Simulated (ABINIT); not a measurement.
The system is InP.

```
In P
1.0
     0.00000    2.93050    2.93050
     2.93050    0.00000    2.93050
     2.93050    2.93050    0.00000
In P
1 1
Direct
  0.00000 0.00000 0.00000
  0.75000 0.75000 0.75000
```

Program: ABINIT 10.8.3 (patched build). Alike in all runs: no spin polarisation; cell as given; smearing fermi-dirac 0.05 eV.

Question: Order these runs on this cell by their pressure, lowest first.
A. level LDA; potentials or basis PseudoDojo NC SR LDA v0.4.1 standard; k mesh 8 × 8 × 8; cutoff (eV) 952; mesh quality not flagged
B. level PBEsol; potentials or basis PseudoDojo NC SR PBEsol v0.4.1 standard; k mesh 8 × 8 × 8; cutoff (eV) 952; mesh quality not flagged
C. level r2SCAN; potentials or basis JTH PAW PBE v2.0; k mesh 3 × 3 × 3; cutoff (eV) 653; fine-grid cutoff 1251.72 eV; mesh quality coarse

Answer: A (-1.3 GPa), B (0.7 GPa), C (2.5 GPa).

Caveats: some runs use coarse meshes; the PAW data sets were made with another functional, which shifts forces and pressure a little (some runs).

Runs at the PBE level aren't shown here.
